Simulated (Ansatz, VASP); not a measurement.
# BN in VASP and in Ansatz

```xyz
2
Lattice="0.0000 1.8150 1.8150 1.8150 0.0000 1.8150 1.8150 1.8150 0.0000" Properties=species:S:1:pos:R:3 pbc="T T T"
B     0.0000    0.0000    0.0000
N     0.9075    0.9075    0.9075
```

Alike in both runs: task single point; functional HSE06; k mesh 3 × 3 × 3; occupations fermi-dirac, width 0.02 eV; no spin polarisation.

|  | VASP | Ansatz |
| --- | --- | --- |
| version | VASP 6.6.1 | Ansatz 0.2.0 development build |
| potentials or method | VASP PAW PBE potentials, release 64 (B, N) | plane waves, PAW datasets (generated soft set 1) |
| plane-wave cutoff (eV) | 520 | 420 |
| valence electrons in the cell | 8 | 8 |

Ansatz gave:

* gap on the k mesh at the Fermi level (eV): 7.10

Q: What did VASP give for the same quantities?

A: gap on the k mesh at the Fermi level (eV): 7.15.

The functional is the same, so the differences come from potentials, cutoffs and numerics. Ansatz warned: «stress_scf_threshold_loose».

Caveats: the k mesh is coarse (spacing up to 1.00 Å⁻¹), so the values aren't converged, least of all with exact exchange; an odd mesh through Γ misses points on the zone boundary, where band edges often lie.
